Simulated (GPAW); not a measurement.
The system is MgB2.

```
Mg B
1.0
     3.08500    0.00000    0.00000
    -1.54250    2.67169    0.00000
     0.00000    0.00000    3.52300
Mg B
1 2
Direct
  0.00000 0.00000 0.00000
  0.66667 0.33333 0.50000
  0.33333 0.66667 0.50000
```

- Program: GPAW 26.7.0
- Task: relaxation of cell and atoms
- Functional: r2SCAN
- Dispersion: D3(BJ)
- Potentials or basis: GPAW PAW data sets (gpaw-data 1.2.1)
- Cutoff: 800 eV
- Basis: pw
- k mesh: 7 × 7 × 5
- Occupations: fermi-dirac, width 0.05 eV
- Spin: no spin polarisation

At the start: pressure -4.5 GPa; volume 9.68 Å³/atom.

**Question.** How do energy, volume and symmetry change on relaxing?

**Answer.** Over 3 steps the energy falls by 3.7 meV/atom and the volume is 9.40 Å³/atom (-2.9 %); space group P6/mmm (No. 191, to 0.05 Å).

The path:
| step | energy change (eV) | largest force (eV/Å) | pressure (GPa) | volume (Å³) |
| --- | --- | --- | --- | --- |
| 1 | 0.0000 | 0.0000 | -4.50 | 29.04 |
| 2 | -0.0028 | 0.0000 | -3.92 | 28.92 |
| 3 | -0.0110 | 0.0000 | 0.04 | 28.21 |

Final structure:
```
Mg B
1.0
     3.05312    0.00000    0.00000
    -1.52656    2.64408    0.00000
     0.00000    0.00000    3.49439
Mg B
1 2
Direct
  0.00000 0.00000 0.00000
  0.66667 0.33333 0.50000
  0.33333 0.66667 0.50000
```

Caveat: later steps reuse the first step's grids; the PAW data sets were made with another functional, which shifts forces and pressure a little; pairwise dispersion overbinds metals, which lowers pressure and volume.
